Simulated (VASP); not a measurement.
# SnO2 (P4_2/mnm) in VASP: a series of runs

One crystal, SnO2, is run at these levels: PBEsol; tasks: single point, relaxation of cell and atoms.

Everything below comes from runs of VASP 6.6.1. Logs are shortened: lines on timing, memory, paths and dates and some standing lists are left out, and cuts for length are marked.

## (1) The crystal as given

Symmetry: P4_2/mnm, No. 136, tetragonal system. Conventional cell: a = 4.768 Å, b = 4.768 Å, c = 3.212 Å, α = 90.00°, β = 90.00°, γ = 90.00°. Sn (site symmetry mmm) is surrounded by 6 O at 2.07 Å. O (site symmetry m2m) is surrounded by 3 Sn at 2.07 Å.

The cell is a database's computed one.

## (2) Single point, PBEsol

INCAR

```
SYSTEM = SnO2
ALGO = Fast
EDIFF = 1E-7
ENCUT = 520
GGA = PS
ISIF = 2
ISMEAR = 0
LASPH = .TRUE.
LCHARG = .TRUE.
LELF = .TRUE.
LREAL = .FALSE.
LVHAR = .TRUE.
LWAVE = .FALSE.
NBANDS = 35
NELM = 100
PREC = Accurate
SIGMA = 0.02
```

KPOINTS

```
k-points
0
G
  6 6 8
  0 0 0
```

POSCAR

```
SnO2
1.0
    4.7684401840      0.0000000000      0.0000000000
    0.0000000000      4.7684401840      0.0000000000
    0.0000000000      0.0000000000      3.2123956984
Sn O
2 4
Direct
    0.5000000000      0.5000000000      0.5000000000
    0.0000000000      0.0000000000      0.0000000000
    0.1937455608      0.8062544392      0.5000000000
    0.8062544392      0.1937455608      0.5000000000
    0.3062544392      0.3062544392      0.0000000000
    0.6937455608      0.6937455608      0.0000000000
```

Potentials or basis: VASP PAW PBE potentials, release 64 (Sn_d, O).

Run with:

```sh
$ cat potpaw_PBE.64/Sn_d/POTCAR potpaw_PBE.64/O/POTCAR > POTCAR
$ mpirun -np 1 vasp_std > vasp.out
```

OUTCAR:

```text
SYSTEM = SnO2
   EDIFF = 1E-7
   ENCUT = 520
   GGA = PS
   ISIF = 2
   ISMEAR = 0
   LASPH = .TRUE.
   LREAL = .FALSE.
   NELM = 100
   PREC = Accurate

 ion  position               nearest neighbor table
   1  0.500  0.500  0.500-   3 2.07   4 2.07   5 2.07   6 2.07   5 2.07   6 2.07   2 3.73   2 3.73
                             2 3.73   2 3.73   2 3.73   2 3.73   2 3.73   2 3.73
   2  0.000  0.000  0.000-   5 2.07   6 2.07   3 2.07   4 2.07   3 2.07   4 2.07   1 3.73   1 3.73
                             1 3.73   1 3.73   1 3.73   1 3.73   1 3.73   1 3.73
   3  0.194  0.806  0.500-   1 2.07   2 2.07   2 2.07
   4  0.806  0.194  0.500-   1 2.07   2 2.07   2 2.07
   5  0.306  0.306  0.000-   2 2.07   1 2.07   1 2.07
   6  0.694  0.694  0.000-   2 2.07   1 2.07   1 2.07

  LATTYP: Found a simple tetragonal cell.
 ALAT       =     4.7684401840
 C/A-ratio  =     0.6736785142

  Lattice vectors:

 A1 = (   4.7684401840,   0.0000000000,   0.0000000000)
 A2 = (   0.0000000000,   4.7684401840,   0.0000000000)
 A3 = (   0.0000000000,   0.0000000000,   3.2123956984)

Analysis of symmetry for initial positions (statically):
=====================================================================
 Subroutine PRICEL returns:
 Original cell was already a primitive cell.

 Routine SETGRP: Setting up the symmetry group for a
 simple tetragonal supercell.

 Subroutine GETGRP returns: Found 16 space group operations
 (whereof  8 operations were pure point group operations)
 out of a pool of 16 trial point group operations.

The static configuration has the point symmetry D_2h.
 The point group associated with its full space group is D_4h.

Analysis of symmetry for dynamics (positions and initial velocities):
=====================================================================
 Subroutine PRICEL returns:
 Original cell was already a primitive cell.

 Routine SETGRP: Setting up the symmetry group for a
 simple tetragonal supercell.

 Subroutine GETGRP returns: Found 16 space group operations
 (whereof  8 operations were pure point group operations)
 out of a pool of 16 trial point group operations.

The dynamic configuration has the point symmetry D_2h.
 The point group associated with its full space group is D_4h.

 Subroutine INISYM returns: Found 16 space group operations
 (whereof  8 operations are pure point group operations),
 and found     1 'primitive' translations

----------------------------------------------------------------------------------------

                                     Primitive cell

[... 104 lines left out ...]
   ISIF   =      2    stress and relaxation
   ISYM   =      2    0-nonsym 1-usesym 2-fastsym
   POTIM  = 0.5000    time-step for ionic-motion
   TEBEG  =    0.0;   TEEND  =   0.0 temperature during run
   PSTRESS=    0.0 pullay stress
   NELECT =      52.0000    total number of electrons
   NUPDOWN=      -1.0000    fix difference up-down
   EMIN   =  10.00;   EMAX   =-10.00  energy-range for DOS
   EFERMI =   0.00;   METHOD = LEGACY
   ISMEAR =     0;   SIGMA  =   0.02  broadening in eV -4-tet -1-fermi 0-gaus
   EFERMI_NEDOS =   21; number of points for ismear=-14 and -15
   IALGO  =     68    algorithm
   IMIX   =      4    mixing-type and parameters
     AMIX     =   0.40;   BMIX     =  1.00
     AMIX_MAG =   1.60;   BMIX_MAG =  1.00
  volume/ion in A,a.u.               =      12.17        82.15
  Fermi-wavevector in a.u.,A,eV,Ry     =   1.461780  2.762364 29.072943  2.136801
  Thomas-Fermi vector in A             =   2.578071
   LORBIT       =      0    0 simple, 1 ext, 2 COOP (PROOUT), +10 PAW based schemes
   GGA     = PS    functional components
   LHFCALC =     F    Hartree Fock is set to
   AEXX    =    0.0000 exact exchange contribution
   IVDW    =     0    specifies the selected vdW correction
   LEPSILON=     F    determine dielectric tensor
   LRPA    =     F    only Hartree local field effects (RPA)
 non-spin polarized calculation
 RMM-DIIS sequential band-by-band and
 Gauss-broadening in eV      SIGMA  =   0.02
  energy-cutoff  :      520.00
  volume of cell :       73.04
 maximum number of plane-waves:      1994
 NGX is ok and might be reduce to    36
   NGX = 17   NGY = 17   NGZ = 11

 number of electron      52.0000007 magnetization

 Free energy of the ion-electron system (eV)
  ---------------------------------------------------
  ext. energy  EPLUGINS =         0.00000000
  ---------------------------------------------------
  free energy    TOTEN  =       -39.66989511 eV

  energy without entropy =      -39.66989511  energy(sigma->0) =      -39.66989511

 E-fermi :   5.9198     XC(G=0): -11.4264

 val. band max:        5.7782436764   @ k =   0.0000   0.0000   0.0000
 cond. band min:       6.6923505172   @ k =   0.0000   0.0000   0.0000
 fundamental gap:      0.9141068408
 Fermi energy:         5.9197692515

 k-point     1 :       0.0000    0.0000    0.0000
  band No.  band energies     occupation
      1     -15.2258      2.00000
      2     -14.4754      2.00000
      3     -14.2324      2.00000
      4     -14.2072      2.00000
      5     -14.2072      2.00000
      6     -14.1388      2.00000
[... 901 lines left out ...]
     34      17.9039      0.00000
     35      18.1788      0.00000

 [... further k-points ...]

------------------------ aborting loop because EDIFF is reached ----------------------------------------

  FORCE on cell =-STRESS in cart. coord.  units (eV):
  Direction    XX          YY          ZZ          XY          YZ          ZX
  --------------------------------------------------------------------------------------
  -------------------------------------------------------------------------------------
  Total        0.2755686      0.2755686      0.3956288      0.0000000      0.0000000      0.0000000
  in kB        6.0444745      6.0444745      8.6779426      0.0000000      0.0000000      0.0000000
  external PRESSURE =       6.9222972 kB  Pullay stress =       0.0000000 kB

 VOLUME and BASIS-vectors are now :
 -----------------------------------------------------------------------------
  energy-cutoff  :      520.00
  volume of cell :       73.04
      direct lattice vectors                 reciprocal lattice vectors
     4.768440184  0.000000000  0.000000000     0.209712183  0.000000000  0.000000000
     0.000000000  4.768440184  0.000000000     0.000000000  0.209712183  0.000000000
     0.000000000  0.000000000  3.212395698     0.000000000  0.000000000  0.311294154

 POSITION                                       TOTAL-FORCE (eV/Angst)
 -----------------------------------------------------------------------------------
      2.38422      2.38422      1.60620         0.000000      0.000000      0.000000
      0.00000      0.00000      0.00000         0.000000      0.000000      0.000000
      0.92386      3.84458      1.60620         0.008311     -0.008311      0.000000
      3.84458      0.92386      1.60620        -0.008311      0.008311      0.000000
      1.46036      1.46036      0.00000        -0.008311     -0.008311     -0.000000
      3.30808      3.30808      0.00000         0.008311      0.008311      0.000000
 -----------------------------------------------------------------------------------
    total drift:                                0.000000      0.000000      0.000000

  FREE ENERGIE OF THE ION-ELECTRON SYSTEM (eV)
  ---------------------------------------------------
  free  energy   TOTEN  =       -39.6698951091 eV

  energy  without entropy=      -39.6698951091  energy(sigma->0) =      -39.66989511
```

OSZICAR:

```text
N       E                     dE             d eps       ncg     rms          rms(c)
DAV:   1     0.638871395421E+03    0.63887E+03   -0.25415E+04  3874   0.232E+03
DAV:   2     0.573326793258E+02   -0.58154E+03   -0.54682E+03  3791   0.611E+02
DAV:   3    -0.398441184833E+02   -0.97177E+02   -0.95239E+02  3804   0.207E+02
[... 11 lines left out ...]
RMM:  15    -0.396699565164E+02   -0.58292E-04   -0.13441E-04  5180   0.924E-02    0.128E-01
RMM:  16    -0.396698952878E+02    0.61229E-04   -0.18218E-04  5220   0.129E-01    0.374E-02
RMM:  17    -0.396699001351E+02   -0.48473E-05   -0.47255E-05  4629   0.442E-02    0.356E-02
RMM:  18    -0.396698952499E+02    0.48852E-05   -0.11086E-05  4732   0.337E-02    0.114E-02
RMM:  19    -0.396698950813E+02    0.16858E-06   -0.26095E-06  4646   0.126E-02    0.276E-03
RMM:  20    -0.396698951091E+02   -0.27762E-07   -0.29711E-07  3592   0.375E-03
   1 F= -.39669895E+02 E0= -.39669895E+02  d E =-.701975E-26
```

Wall time 98 s (1 thread of AMD EPYC 9R45 (Zen 5), shared host); peak memory 0.21 GiB.

Results:

```yaml
Free_energy: -39.6699 eV
Pressure: 0.7 GPa
Largest_force: 0.012 eV/Å
Band_gap_on_the_k_mesh: 0.91 eV, direct
```

Forces on the atoms (eV/Å):
```
Sn   0.000  0.000  0.000
Sn   0.000  0.000  0.000
O    0.008 -0.008  0.000
O   -0.008  0.008  0.000
O   -0.008 -0.008  0.000
O    0.008  0.008  0.000
```

Stress tensor (GPa, compression positive):
```
0.60 0.00 0.00
0.00 0.60 0.00
0.00 0.00 0.87
```

Levels at points of the mesh, in eV from the valence-band top:
```csv
k point,band 22,band 23,band 24,band 25,band 26,band 27,band 28,band 29,band 30,band 31
"(0.00, 0.00, 0.00)",-1.27,-1.27,-0.78,-0.78,0.00,0.91,5.85,6.03,6.03,10.13
"(0.50, 0.00, 0.00)",-1.98,-1.22,-1.22,-0.63,-0.63,4.13,4.13,6.80,6.80,10.64
"(0.50, 0.50, 0.00)",-1.99,-1.35,-1.35,-0.89,-0.89,4.53,4.53,7.23,7.23,10.68
"(0.00, 0.00, 0.50)",-2.66,-1.65,-1.65,-1.25,-1.25,5.87,5.87,9.43,9.43,10.36
"(0.50, 0.00, 0.50)",-1.74,-1.09,-1.09,-0.73,-0.73,6.15,6.15,7.73,7.73,10.69
"(0.50, 0.50, 0.50)",-2.44,-0.96,-0.96,-0.82,-0.82,4.55,4.55,8.61,8.61,10.69
```

Caveat: the PAW data sets were made with another functional, which shifts forces and pressure a little; spin-orbit coupling is left out, which moves the levels of the heavy elements.

## (3) Relaxation of cell and atoms, PBEsol

This run uses another cell than the first one, of 12.14 Å³/atom, 0.997 times its volume.

INCAR

```
PREC = Accurate
ENCUT = 600
EDIFF = 1E-7
ISMEAR = 0
SIGMA = 0.02
LREAL = False
LASPH = True
NELM = 100
ALGO = Fast
ISIF = 3
LWAVE = False
LCHARG = False
GGA = PS
IBRION = 2
NSW = 100
EDIFFG = -0.005
```

KPOINTS

```
Automatic mesh
0
Gamma
  6 6 8
```

POSCAR

```
SnO2
1.0
    4.7648180450      0.0000000000      0.0000000000
    0.0000000000      4.7648180450      0.0000000000
    0.0000000000      0.0000000000      3.2074997700
Sn O
2 4
Direct
    0.5000000000      0.5000000000      0.5000000000
    0.0000000000      0.0000000000      0.0000000000
    0.1940277000      0.8059723000      0.5000000000
    0.8059723000      0.1940277000      0.5000000000
    0.3059723000      0.3059723000      0.0000000000
    0.6940277000      0.6940277000      0.0000000000
```

Potentials or basis: VASP PAW PBE potentials, release 64 (Sn_d, O).

Run with:

```sh
$ cat potpaw_PBE.64/Sn_d/POTCAR potpaw_PBE.64/O/POTCAR > POTCAR
$ mpirun -np 1 vasp_std > vasp.out
```

Run time: 4.2 min. Hardware: 1 thread of AMD EPYC 9R45 (Zen 5), shared host; peak memory 0.25 GiB.

Results (log left out):

```yaml
Free_energy: -39.6787 eV
Relaxed_volume: 12.20 Å³/atom
Relaxed_cell: a = 4.772 Å, b = 4.772 Å, c = 3.215 Å, α = 90.00°, β = 90.00°, γ = 90.00°
Space_group_after_relaxing_to_0.05_Å: P4_2/mnm (No. 136)
Energy_gained_by_relaxing: 0.3 meV/atom
Ionic_steps: 4
Pressure_after_relaxing: 0.0 GPa
Band_gap_on_the_k_mesh: 0.89 eV, direct
```

Forces in eV/Å, atoms in the order of the input:
```
Sn   0.000  0.000  0.000
Sn   0.000  0.000  0.000
O   -0.001  0.001  0.000
O    0.001 -0.001  0.000
O    0.001  0.001  0.000
O   -0.001 -0.001  0.000
```

The path:
```tsv
step	energy change (eV)	largest force (eV/Å)	pressure (GPa)	volume (Å³)
1	0.0000	0.0178	1.10	72.82
2	0.0006	0.0447	-1.33	73.70
3	-0.0014	0.0303	-0.02	73.22
4	-0.0015	0.0020	0.00	73.23
```

Final structure:
```xyz
6
Lattice="4.7722 0.0000 0.0000 0.0000 4.7722 0.0000 0.0000 0.0000 3.2155" Properties=species:S:1:pos:R:3 pbc="T T T"
Sn    2.3861    2.3861    1.6077
Sn    0.0000    4.7722    0.0000
O     0.9247    3.8475    1.6077
O     3.8475    0.9247    1.6077
O     1.4614    1.4614    0.0000
O     3.3108    3.3108    3.2155
```

Levels at points of the mesh, in eV from the valence-band top:
```
           k point  band 22  band 23  band 24  band 25  band 26  band 27  band 28  band 29  band 30  band 31
(0.00, 0.00, 0.00)    -1.27    -1.27    -0.78    -0.78     0.00     0.89     5.82     6.02     6.02    10.12
(0.50, 0.00, 0.00)    -1.98    -1.23    -1.23    -0.63    -0.63     4.11     4.11     6.78     6.78    10.61
(0.50, 0.50, 0.00)    -1.98    -1.35    -1.35    -0.89    -0.89     4.51     4.51     7.21     7.21    10.66
(0.00, 0.00, 0.50)    -2.66    -1.64    -1.64    -1.24    -1.24     5.84     5.84     9.42     9.42    10.34
(0.50, 0.00, 0.50)    -1.74    -1.08    -1.08    -0.73    -0.73     6.12     6.12     7.71     7.71    10.66
(0.50, 0.50, 0.50)    -2.44    -0.96    -0.96    -0.82    -0.82     4.52     4.52     8.60     8.60    10.73
```

Caveat: the PAW data sets were made with another functional, which shifts forces and pressure a little; spin-orbit coupling is left out, which moves the levels of the heavy elements. Expect the measured gap to be larger: semilocal functionals such as PBEsol lack the derivative discontinuity.
